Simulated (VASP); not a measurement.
Set up this calculation in VASP 6.6.1, as the native input.

```yaml
Task: relaxation of cell and atoms
Functional: PBE
Potentials_or_basis: VASP PAW PBE potentials, release 64 (Zn, O)
Cutoff: 520 eV
k_mesh: 6 × 6 × 4
Occupations: gaussian, width 0.02 eV
Spin: no spin polarisation
Further_INCAR_settings: ALGO = Normal; EDIFF = 1e-07; IBRION = 2; EDIFFG = -0.002; NSW = 80; ISIF = 3
```

The structure of ZnO lies in POSCAR:

```
ZnO                                     
1.0
    3.2868491193      0.0000000000      0.0000000000
   -1.6434245596      2.8464948329     -0.0000000000
    0.0000000000      0.0000000000      5.3034499026
  Zn              O             
     2     2
Direct
     0.3333333300000021    0.6666666699999979    0.4999472815960534
     0.6666666699999979    0.3333333300000021    0.9999472815960535
     0.6666666699999979    0.3333333300000021    0.3790627184039475
     0.3333333300000021    0.6666666699999979    0.8790627184039475
```

The input as run:

INCAR

```
SYSTEM = ZnO
PREC = Accurate ; ENCUT = 520
EDIFF = 1E-7 ; ISMEAR = 0
SIGMA = 0.02 ; LREAL = .False.
LASPH = .True. ; NELM = 80
ALGO = Normal ; ISIF = 3
LWAVE = .False. ; LCHARG = .False.
GGA = PE ; IBRION = 2
NSW = 80 ; EDIFFG = -0.002
KPAR = 4
```

KPOINTS

```
Automatic mesh
0
Gamma
  6 6 4
  0 0 0
```

Potentials or basis: VASP PAW PBE potentials, release 64 (Zn, O).

The run is started by

```console
$ cat potpaw_PBE.64/Zn/POTCAR potpaw_PBE.64/O/POTCAR > POTCAR
$ mpirun -np 4 vasp_std > vasp.out
```

It gave:

The relaxed volume is 12.41 Å³/atom and the relaxed cell is a = 3.287 Å, b = 3.287 Å, c = 5.304 Å, α = 90.00°, β = 90.00°, γ = 120.00°. The space group after relaxing (to 0.05 Å) is P6_3mc (No. 186), the energy gained by relaxing is 0.0 meV/atom and the ionic steps are 3. The pressure after relaxing is 0.0 GPa and the band gap on the k mesh is 0.72 eV, direct.

Wall time 17 s on 4 MPI ranks on Intel(R) Xeon(R) Platinum 8259CL CPU @ 2.50GHz (Skylake/Cascade Lake) (shared host), peak memory 0.16 GiB a rank.
